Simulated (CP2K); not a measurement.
Runs of CP2K 2026.2 on C. It takes space group Fd-3m (No. 227, cubic). The conventional cell has a = 3.567 Å, b = 3.567 Å, c = 3.567 Å, α = 90.00°, β = 90.00°, γ = 90.00°. Around C (site symmetry -43m) lie 4 C at 1.54 Å. This isn't the form of C at room conditions, which is graphite.

```csv
task,level,potentials or basis,cell,k mesh,NGRIDS,EXTRAPOLATION,basis sets,potentials,optimiser,gap on the mesh (eV),pressure (GPa)
relaxation of cell and atoms,PBEsol,POTENTIAL_UZH C GTH-PBE-q4; DZVP-MOLOPT-PBE-GTH basis,relaxed to 5 GPa,10 × 10 × 10,5,USE_PREV_P,C DZVP-MOLOPT-PBE-GTH-q4,C GTH-PBE-q4 of POTENTIAL_UZH,BFGS,(a),5.0
band structure,BLYP,GTH_POTENTIALS C GTH-BLYP-q4; TZVP-MOLOPT-PBE-GTH basis,as given,13 × 13 × 13,4,-,C TZVP-MOLOPT-PBE-GTH-q4,C GTH-BLYP-q4 of GTH_POTENTIALS,-,4.81,13.2
relaxation of cell and atoms,PBEsol,POTENTIAL_UZH C GTH-PBE-q4; DZVP-MOLOPT-PBE-GTH basis,relaxed,10 × 10 × 10,5,USE_PREV_P,C DZVP-MOLOPT-PBE-GTH-q4,C GTH-PBE-q4 of POTENTIAL_UZH,BFGS,4.43,0.0
relaxation of cell and atoms,PBEsol,POTENTIAL_UZH C GTH-PBE-q4; DZVP-MOLOPT-PBE-GTH basis,relaxed to 10 GPa,10 × 10 × 10,5,USE_PREV_P,C DZVP-MOLOPT-PBE-GTH-q4,C GTH-PBE-q4 of POTENTIAL_UZH,BFGS,(b),10.0
relaxation of cell and atoms,PBEsol,POTENTIAL_UZH C GTH-PBE-q4; DZVP-MOLOPT-PBE-GTH basis,relaxed to 30 GPa,10 × 10 × 10,5,USE_PREV_P,C DZVP-MOLOPT-PBE-GTH-q4,C GTH-PBE-q4 of POTENTIAL_UZH,BFGS,4.54,29.9
```

Alike in all rows: no spin polarisation; smearing fermi-dirac 0.05 eV.

Q: Estimate the missing entries.

A: (a) 4.46; (b) 4.48.

Caveats: the potentials were made for another functional, which shifts forces and pressure; the basis of atomic orbitals isn't converged, which shifts pressures, moduli and gaps; the real-space grid breaks the cell's symmetry a little (some runs).

A k mesh can miss the band edges.
